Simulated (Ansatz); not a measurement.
**Zr2N: how the energy converges with the cutoff**

Zr2N, P1, a = 5.412 Å, b = 5.369 Å, c = 3.332 Å, α, β, γ = 89.6°, 90.2°, 88.6°. Ansatz: PBEsol, PAW, cutoff varied, Γ-centred 6×6×8 mesh on 6 atoms, Gaussian smearing 0.10 eV; no spin polarisation. Single points at one geometry with displaced atoms, the cutoff alone changed; ΔE is the energy at zero smearing over the run at 600 eV. The runs up to 350 eV lie under the cutoff recommended for these PAW datasets.

| cutoff (eV) | ΔE (meV/atom) |
| --- | --- |
| 200 | 1877.53 |
| 250 | 493.70 |
| 300 | 111.13 |
| 350 | 22.05 |
| 420 | ? |

**Question.** Assume ΔE falls exponentially with the cutoff, fit y = ln ΔE against x, the cutoff in eV, to the other rows, and predict the missing value.

**Answer.** y = 7.538, 6.202, 4.711, 3.093. Means x = 275.0, y = 5.3860; Σ(Δx)² = 12500, ΣΔxΔy = -370.7; the slope is their ratio. y = 13.54 − 0.02965 x, a factor of ten per 78 eV. At 420 eV this gives ΔE = 2.97 meV/atom. The run gave 1.81, a ratio of 1.64. Between neighbouring rows the decay runs from a factor of ten per 64 eV to one per 86 eV, so one exponential is only a rough guide.

Cost: 6 runs of about 7.9 core-minutes in all, on Intel Xeon Processor @ 2.50GHz (Skylake/Cascade Lake) (shared hosts).